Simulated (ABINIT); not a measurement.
# Rh and the effect of the pressure

The cell as given:

```cif
data_structure
_symmetry_space_group_name_H-M 'P 1'
_symmetry_Int_Tables_number 1
_cell_length_a 2.6840
_cell_length_b 2.6840
_cell_length_c 2.6840
_cell_angle_alpha 60.000
_cell_angle_beta 60.000
_cell_angle_gamma 60.000
_cell_volume 13.67
loop_
_atom_site_label
_atom_site_type_symbol
_atom_site_fract_x
_atom_site_fract_y
_atom_site_fract_z
_atom_site_occupancy
Rh1 Rh 0.00000 0.00000 0.00000 1
```

Kept alike: task relaxation of cell and atoms; functional PBE; k mesh 12 × 12 × 12; occupations fermi-dirac, width 0.05 eV; no spin polarisation. Program: ABINIT, JTH PAW PBE v2.0, cutoff 435 eV. The mesh is that of the run's cell of 1 atom. No spin-orbit coupling.

| run | volume (Å³/atom) |
| --- | --- |
| A | 12.812 |
| B | 13.157 |
| C | 13.792 |
| D | 13.564 |
| E | 14.040 |

The relaxations keep at least the cell's symmetry (Fm-3m). For a metal such a mesh leaves the last digits unconverged. The runs follow the start's structure, whether or not it is the stable one at these pressures. P is the pressure aimed at, which the runs meet within some hundredths to tenths of a GPa.

Task: The runs differ in the pressure alone: 0; 5; 10; 20; 30 GPa. Which run is which?

Result: Run A is 30 GPa; run B is 20 GPa; run C is 5 GPa; run D is 10 GPa; run E is 0 GPa. The volume falls from 14.040 to 12.812 Å³/atom between 0 and 30 GPa. The volume falls ever more slowly, since the solid stiffens under load. At the pressures aimed at, which the runs meet within some tenths of a GPa, the step from 0 to 5 GPa gives a mean bulk modulus near 281 GPa, the last step 376 GPa.
